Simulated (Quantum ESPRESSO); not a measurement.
**FePt (Tetraferroplatinum) under changes of volume**

One of the cells (13.796 Å³/atom); the others are scaled copies at fixed shape and fractional positions:

```
Pt Fe
1.0
     2.72350    0.00000    0.00000
     0.00000    2.72350    0.00000
     0.00000    0.00000    3.72000
Pt Fe
1 1
Direct
  0.50000 0.50000 0.50000
  0.00000 0.00000 0.00000
```

```yaml
Program: Quantum ESPRESSO 7.5
Functional: LDA
Potentials_or_basis: PseudoDojo 0.4.1 SR LDA standard
Cutoff: 1225 eV
Density_cutoff: 4898 eV
k_mesh: 7 × 7 × 5
Occupations: fermi-dirac, width 0.05 eV
Spin: collinear spin, ferromagnetic start
Starting_moments: "[0.0, 3.0] μB"
```

| volume (Å³/atom) | energy over the lowest point (meV/atom) | pressure (GPa) | moment (μB per cell) |
| --- | --- | --- | --- |
| 12.969 | 0.00 | 0.8 | 3.06 |
| 13.245 | 3.25 | -4.2 | 3.12 |
| 13.521 | 14.60 | -8.5 | 3.18 |
| 13.796 | 32.83 | -12.3 | 3.24 |
| 14.072 | 57.08 | -15.7 | 3.30 |
| 14.348 | ? | ? | ? |
| 14.624 | 121.37 | -21.5 | 3.38 |

Problem. What does the run at 14.348 Å³/atom give?

Solution. Energy over the lowest point 86.77 meV/atom; pressure -18.8 GPa; moment 3.34 μB per cell.

Worked out: A Birch-Murnaghan fit of order 3 (a polynomial in V^(-2/3)) to the other rows has its minimum at 13.00 Å³/atom with B0 = V·E''(V) = 244 GPa and B' = 5.1 at fixed shape and positions, which overstates the stiffness. It gives 86.89 meV/atom at 14.348 Å³/atom, against the run's 86.77, and -dE/dV = -18.7 GPa, against -18.8. A parabola through the other rows of the moment, of slope 0.162 μB per Å³/atom there, gives 3.34 μB, against the run's 3.34.

Energies are extrapolated to zero smearing.
